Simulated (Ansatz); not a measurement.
Write an ASE script for Ansatz 0.2.0 that does the following.

| Item | Value |
| --- | --- |
| Task | relaxation of the atoms |
| Functional | PBE |
| Dispersion | D3(BJ) |
| Potentials or basis | Ansatz PAW |
| Cutoff | 420 eV |
| Density cutoff | 1680 eV |
| k mesh | 6 × 6 × 6 |
| Occupations | gaussian, width 0.05 eV |
| Spin | no spin polarisation |
| Driver | chain |

The structure of KF lies in POSCAR:

```
KF
1.0
    3.2589550000      0.0000000000      0.0000000000
    0.0000000000      3.2589550000      0.0000000000
    0.0000000000      0.0000000000      3.2589550000
K F
1 1
Direct
    0.0179600000     -0.0242260000      0.0114540000
    0.5065410000      0.5046680000      0.4623990000
```

The cell comes from a database or a generator and needn't be the stable form of this composition.

The cell isn't the ideal one: atoms moved at random, drawn with an rms of 0.1 Å.

One way to write it, as run:

run.py

```python
import json

import ase.io
import numpy as np

import ansatz as az

atoms = ase.io.read("POSCAR", format="vasp")

calculation = (
    az.Crystal.from_ase(atoms)
    .calculation()
    .kpoints(6, 6, 6)
    .functional("pbe", dispersion="d3bj")
    .pseudopotentials(kind="paw")
    .occupations(method="gaussian", width=0.05)
    .relax(force_tolerance=0.01, max_steps=40)
    .density()
    .potential()
    .output_files(volumetric_format="npy")
    .electron_localization_function()
    .forces()
    .stress()
)
outcome = calculation.run(threads=2, events_out="events.jsonl")

report = outcome.report
for line in open("events.jsonl"):
    event = json.loads(line)
    if event["event"] == "scf_iter":
        d = event["data"]
        print(f"SCF {d['iter']:3d}  HF = {d['harris_foulkes_ev']:.6f} eV  dr2 = {d['dr2_ev']:.2e} eV")
    elif event["event"] in ("relax_step", "md_step"):
        d = event["data"]
        print(f"{event['event']} {d['step']:3d}  E = {d['lagrangian_ev']:.6f} eV")
np.set_printoptions(precision=5, suppress=True, linewidth=110)
print("converged:", report["converged"], "after", report["n_iterations"], "iterations")
print(f"free energy {report['free_energy_ev']:.6f} eV, Fermi level {report['fermi_energy_ev']:.4f} eV")
for key in ("band_edges_ev", "magnetization_mub", "site_moments_mub", "site_moments_nc_mub", "forces_ev_ang",
                "stress_gpa", "kpoints_frac", "eigenvalues_ev"):
    if report.get(key) is not None:
        print(key, np.array(report[key]), sep="\n")
```

Potentials or basis: Ansatz PAW.

The run is started by

```bash
$ python run.py
```

Results of the run:

| Item | Value |
| --- | --- |
| Energy gained by relaxing | 6.9 meV/atom |
| Ionic steps | 4 |
| Pressure after relaxing | -1.6 GPa |
| Largest force after relaxing | 0.004 eV/Å |
| Band gap on the k mesh | 6.27 eV, indirect (least direct gap 6.32 eV) |

Caveat: the pressure holds a Pulay correction of +0.3 GPa for the finite cutoff; the thresholds are loose for stress.

It took 6.8 s on 2 threads of Arm Neoverse V2 (shared host), peak memory 0.48 GiB.
